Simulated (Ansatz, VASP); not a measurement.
# ZnAu: VASP beside Ansatz

The input INCAR:

```
SYSTEM = ZnAu
PREC     = Accurate       ! precision mode
ENCUT    = 600            ! plane-wave cutoff, eV
EDIFF    = 1E-7           ! SCF threshold, eV
ISMEAR   = 0              ! smearing method
SIGMA    = 0.1            ! smearing width, eV
LREAL    = .FALSE.        ! projectors in reciprocal space
LASPH    = .TRUE.         ! aspherical terms in the spheres
NELM     = 100            ! most SCF steps
ALGO     = Normal         ! electronic algorithm
ISIF     = 3              ! what is computed and relaxed
LWAVE    = .FALSE.        ! write WAVECAR
LCHARG   = .FALSE.        ! write CHGCAR
GGA      = PE             ! functional
IBRION   = 2              ! ionic algorithm
NSW      = 60             ! ionic steps
EDIFFG   = -0.04          ! ionic threshold
```

The input KPOINTS:

```
Automatic mesh
0
G
  6 6 6
  0 0 0
```

The input POSCAR:

```
ZnAu
1.0
    3.1500530000      0.0000000000      0.0000000000
    0.0000000000      3.1500530000      0.0000000000
    0.0000000000      0.0000000000      3.1500530000
Zn Au
1 1
Direct
    0.5000000000      0.5000000000      0.5000000000
    0.0000000000      0.0000000000      0.0000000000
```

Input for Ansatz:

```yaml
crystal:
  lattice:
    - [3.150053, 0.0, 0.0]
    - [0.0, 3.150053, 0.0]
    - [0.0, 0.0, 3.150053]
  atoms:
    - { symbol: Zn, position: [0.5, 0.5, 0.5] }
    - { symbol: Au, position: [0.0, 0.0, 0.0] }
basis:
  ecutwfc: 420
kpoints:
  mp_grid: { grid: [6, 6, 6] }
hamiltonian:
  xc: pbe
scf:
  occupations: { method: gaussian, width: 0.1 }
output:
  forces: true
  stress: true
  eigenvalues: true
relax:
  adjacent_minimum: "off"
  f_tol: 0.04
  max_steps: 40
  cell: { stress_tol: 0.4 }
```

The cell comes from a database or a generator and needn't be the stable form of this composition.

Alike in both runs: task relaxation of cell and atoms; functional PBE; k mesh 6 × 6 × 6; occupations gaussian, width 0.1 eV; no spin polarisation.

|  | VASP | Ansatz |
| --- | --- | --- |
| version | VASP 6.6.1 | Ansatz 0.2.0 |
| potentials or method | VASP PAW PBE potentials, release 64 (Zn, Au) | scalar-relativistic, plane waves, PAW |
| plane-wave cutoff (eV) | 600 | 420 |
| valence electrons in the cell | 23 | 31 |

```csv
,VASP,Ansatz,Ansatz less VASP
"gap on the k mesh at the Fermi level, each at its own relaxed structure (eV)",none,none,-
relaxed volume (Å³/atom),16.24,16.24,-0.002
relaxed cell length with the largest relative difference (Å),3.191,3.191,-0.0001
energy change over the relaxation (meV/atom),-9,-8,+0.5
```

A gap of «none» marks a metal or a gap that the smearing closes. The two sets of potentials don't hold the same shells in valence.

The runs have no spin-orbit coupling, so splittings on Au are missing.
